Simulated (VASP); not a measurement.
Write the native input for VASP 6.6.1 that does the following.

```yaml
Task: optical spectrum
Functional: PBE
Potentials_or_basis: VASP PAW PBE potentials, release 64 (W_sv, Si)
Cutoff: 520 eV
k_mesh: 5 × 5 × 3
Occupations: gaussian, width 0.02 eV
Spin: no spin polarisation
Further_INCAR_settings: ALGO = Normal; EDIFF = 1e-06; NBANDS = 81
```

The structure of Si2W lies in POSCAR:

```
Si2W
1.0
    4.6168523821      0.0000000000      0.0000000000
   -2.3084261911      3.9983114484      0.0000000000
    0.0000000000      0.0000000000      6.6532220000
W Si
3 6
Direct
    0.5000000000      0.0000000000      0.5000000000
    0.5000000000      0.5000000000      0.8333333333
    0.0000000000      0.5000000000      0.1666666667
    0.3272520000      0.1636260000      0.1666666667
    0.8363740000      0.1636260000      0.8333333333
    0.1636260000      0.3272520000      0.5000000000
    0.6727480000      0.8363740000      0.1666666667
    0.1636260000      0.8363740000      0.8333333333
    0.8363740000      0.6727480000      0.5000000000
```

Measurements of this composition are mostly on another form, of space group No. 139.

The input as run:

INCAR

```
SYSTEM = Si2W
PREC = Accurate
ENCUT = 520
EDIFF = 1E-6
ISMEAR = 0
SIGMA = 0.02
LREAL = .FALSE.
LASPH = .TRUE.
NELM = 60
ALGO = Normal
ISIF = 2
LWAVE = .FALSE.
LCHARG = .FALSE.
GGA = PE
LOPTICS = .TRUE.
NBANDS = 81
NEDOS = 2000
CSHIFT = 0.1
```

KPOINTS

```
Automatic mesh
0
G
  5 5 3
  0 0 0
```

Potentials or basis: VASP PAW PBE potentials, release 64 (W_sv, Si).

Run with:

```bash
$ cat potpaw_PBE.64/W_sv/POTCAR potpaw_PBE.64/Si/POTCAR > POTCAR
$ mpirun -np 1 vasp_std > vasp.out
```

It gave:

- Pressure: -0.5 GPa
- Largest force: 0.013 eV/Å
- Band gap on the k mesh: 0.40 eV, indirect (least direct gap 0.92 eV)

Caveat: spectra need much finer meshes, so this one isn't converged; independent-particle spectra lack excitons; spin-orbit coupling is left out, which moves the levels of the heavy elements; an odd mesh through Γ misses points on the zone boundary, where band edges often lie.

Wall time 56 s on 1 thread of AMD EPYC 9R45 96-Core Processor (Zen 5), on a shared host, peak memory 0.28 GiB.
